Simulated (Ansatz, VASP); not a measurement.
Mg in VASP and in Ansatz

INCAR

```
SYSTEM = Mg
  PREC = Accurate
  ENCUT = 520
  EDIFF = 1E-7
  ISMEAR = -1
  SIGMA = 0.1
  LREAL = .FALSE.
  LASPH = .TRUE.
  NELM = 100
  ALGO = Normal
  ISIF = 2
  LWAVE = .FALSE.
  LCHARG = .TRUE.
  GGA = B5
  ALDAX = 1.0
  AGGAX = 1.0
  AGGAC = 1.0
  ALDAC = 0.0
  LELF = .TRUE.
  LVHAR = .TRUE.
  NBANDS = 9
```

The input KPOINTS:

```
Automatic mesh
0
G
  18 18 10
  0 0 0
```

File POSCAR:

```
Mg
1.0
    3.2998302779      0.0000000000      0.0000000000
   -1.6499151389      2.8577368489      0.0000000000
    0.0000000000      0.0000000000      5.3649303002
Mg
2
Direct
    0.3333333333      0.6666666667      0.2500000000
    0.6666666667      0.3333333333      0.7500000000
```

Input for Ansatz:

```yaml
crystal:
  lattice:
    - [3.299830273, 0.0, 0.0]
    - [-1.6499151364, 2.8577368446, 0.0]
    - [0.0, 0.0, 5.3649302883]
  atoms:
    - { symbol: Mg, position: [0.3333333333, 0.6666666667, 0.25] }
    - { symbol: Mg, position: [0.6666666667, 0.3333333333, 0.75] }
hamiltonian:
  xc: blyp
  pseudopotentials:
    kind: paw
    azcp:
      Mg: "pseudopotentials/Mg.paw.azcp"
basis:
  ecutwfc: 420
  fft_grid_basis: typed
kpoints:
  mp_grid: { grid: [18, 18, 10], shift: [0, 0, 0] }
magnetization:
  spin_polarized: false
scf:
  occupations: { method: fermi_dirac, width: 0.1 }
output:
  stress: true
```

Alike in both runs: task single point; functional BLYP; k mesh 18 × 18 × 10; occupations fermi-dirac, width 0.1 eV; no spin polarisation.

|  | VASP | Ansatz |
| --- | --- | --- |
| version | VASP 6.6.1 | Ansatz 0.2.0 |
| potentials or method | VASP PAW PBE potentials, release 64 (Mg) | plane waves (420 eV) with PAW, scalar-relativistic |
| plane-wave cutoff (eV) | 520 | 420 |
| valence electrons in the cell | 4 | 20 |

|  | VASP | Ansatz | Ansatz less VASP |
| --- | --- | --- | --- |
| pressure (GPa) | -2.0 | -2.0 | +0.05 |

The functional is the same, so the differences come from potentials, cutoffs and numerics. The two sets of potentials don't hold the same shells in valence.

Caveats: the PAW data sets were made with another functional, which shifts forces and pressure a little (VASP).
